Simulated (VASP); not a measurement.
The system is CdSe.

```
Cd Se
1.0
     0.00000    3.07027    3.07027
     3.07027    0.00000    3.07027
     3.07027    3.07027    0.00000
Cd Se
1 1
Direct
  0.00000 0.00000 0.00000
  0.25000 0.25000 0.25000
```

Measurements of this composition are mostly on another form, of space group No. 186.

| Property | Result |
| --- | --- |
| Program | VASP 6.6.1 |
| Task | relaxation of cell and atoms |
| Functional | PBEsol |
| Potentials or basis | VASP PAW PBE potentials, release 64 (Cd, Se) |
| Cutoff | 580 eV |
| k mesh | 10 × 10 × 10 |
| Occupations | gaussian, width 0.02 eV |
| Spin | no spin polarisation |

At the start: pressure -1.1 GPa; volume 28.94 Å³/atom.

**Question.** How do energy, volume and symmetry change on relaxing?

**Answer.** Over 3 steps the energy falls by 2.4 meV/atom and the volume is 28.27 Å³/atom (-2.3 %); space group F-43m (No. 216, to 0.05 Å).

The path:
| step | energy change (eV) | largest force (eV/Å) | pressure (GPa) | volume (Å³) |
| --- | --- | --- | --- | --- |
| 1 | 0.0000 | 0.0000 | -1.15 | 57.88 |
| 2 | -0.0045 | 0.0000 | 0.36 | 56.16 |
| 3 | -0.0049 | 0.0000 | 0.00 | 56.55 |

Final structure:
```
CELL_PARAMETERS angstrom
0.00000 3.04647 3.04647
3.04647 0.00000 3.04647
3.04647 3.04647 0.00000
ATOMIC_POSITIONS crystal
Cd 0.00000 0.00000 0.00000
Se 0.25000 0.25000 0.25000
```

Caveat: the PAW data sets were made with another functional, which shifts forces and pressure a little.
